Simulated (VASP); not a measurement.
Wanted: the native input for a VASP 6.6.1 run.

```yaml
Task: single point
Functional: PBEsol
Potentials_or_basis: VASP PAW PBE potentials, release 64 (Cd)
Cutoff: 520 eV
k_mesh: 18 × 18 × 8
Occupations: gaussian, width 0.1 eV
Spin: no spin polarisation
Further_INCAR_settings: ALGO = Fast; EDIFF = 1e-07; NBANDS = 19
```

The structure of Cd lies in POSCAR:

```
Cd
1.0
    2.9584748200      0.0000000000      0.0000000000
   -1.4792374100      2.5621143500      0.0000000000
    0.0000000000      0.0000000000      5.8859279300
Cd
2
Direct
    0.3333333300      0.6666666700      0.2500000000
    0.6666666700      0.3333333300      0.7500000000
```

One way to write it, as run:

INCAR

```
ALGO = Fast
EDIFF = 1E-7
ENCUT = 520
GGA = PS
ISIF = 2
ISMEAR = 0
LASPH = True
LCHARG = True
LELF = True
LREAL = False
LVHAR = True
LWAVE = False
NBANDS = 19
NELM = 60
PREC = Accurate
SIGMA = 0.1
```

KPOINTS

```
k-points
0
Gamma
  18 18 8
```

Potentials or basis: VASP PAW PBE potentials, release 64 (Cd).

The run is started by

```sh
$ cat potpaw_PBE.64/Cd/POTCAR > POTCAR
$ mpirun -np 1 vasp_std > vasp.out
```

It gave:

```json
{
  "Pressure": "-1.9 GPa",
  "Band gap on the k mesh": "none (metal or under the smearing width)"
}
```

Caveat: the PAW data sets were made with another functional, which shifts forces and pressure a little.

Wall time 79 s on 1 thread of Intel(R) Xeon(R) Platinum 8375C CPU @ 2.90GHz (Ice Lake), on a shared host, peak memory 0.26 GiB.
